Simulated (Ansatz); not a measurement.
We consider tetradymite Sb₂Te₃, described by r²SCAN (Ansatz, an electronic-structure program, PAW).

Settings: plane-wave cutoff 600 eV, 10×10×10 k mesh, scalar-relativistic PAW data made under PBE.

Cell (measured lattice):

Space group R-3m, hexagonal axes (No. 166); a = b = 4.2558 Å, c = 30.3629 Å, α = β = 90.00°, γ = 120.00°

```csv
atom,site,symmetry,x,y,z
Sb,6c,3m,0.0000,0.0000,0.3981
Te,3a,-3m,0.0000,0.0000,0.0000
Te,6c,3m,0.0000,0.0000,0.2127
```
(The calculation used a cell of 5 atoms; values per cell refer to that cell.)

Problem. Give the computed elastic constant C44, elastic constant C66, Voigt–Reuss–Hill bulk modulus, Poisson ratio, Young modulus, elastic constant C11, elastic constant C12, elastic constant C13 and elastic constant C33.

Solution. 
* **elastic constant C44**: 30.6 GPa
* **elastic constant C66**: 32.1 GPa
* **Voigt–Reuss–Hill bulk modulus**: 41.9 GPa
* **Poisson ratio**: 0.254
* **Young modulus**: 61.9 GPa
* **elastic constant C11**: 88.3 GPa
* **elastic constant C12**: 24.2 GPa
* **elastic constant C13**: 28.6 GPa
* **elastic constant C33**: 49.6 GPa

Note: the cell isn't this level's own, so it is under some stress, which shifts stiffness and frequencies.

Elastic constants are with the ions relaxed.

Spin–orbit coupling is not included.

Computed values are for the static lattice.

Cost on a shared machine: about 3 core-hours (a rough figure).
